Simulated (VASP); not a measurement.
S, 1 atom in the cell. The cell holds a molecule in a box, 1 atom: a = 10.500 Å, b = 11.000 Å, c = 11.500 Å, α = 90.00°, β = 90.00°, γ = 90.00°. 

* Program: VASP 6.6.1
* Task: single point
* Functional: PBE
* Dispersion: D3(BJ)
* Potentials or basis: VASP PAW PBE potentials, release 64 (S)
* Cutoff: 520 eV
* k mesh: 1 × 1 × 1
* Occupations: gaussian, width 0.01 eV
* Spin: collinear spin, ferromagnetic start
* Starting moments: [2.1] μB
* Fixed moment: 2 μB
* Further INCAR settings: ALGO = Normal; EDIFF = 1e-06; ISYM = 0

Potentials or basis: VASP PAW PBE potentials, release 64 (S).

The run is started by

```sh
$ cat potpaw_PBE.64/S/POTCAR > POTCAR
$ mpirun -np 4 vasp_gam > vasp.out
```

Hardware: 4 MPI ranks on Intel(R) Xeon(R) 6975P-C (Granite Rapids), with other jobs on the host.

Q: How long does it take, and how much memory?

A: It took 36 s on 4 MPI ranks on Intel(R) Xeon(R) 6975P-C (Granite Rapids), on a shared host, peak memory 0.51 GiB a rank. Counts: scf iterations 29, k points 1.
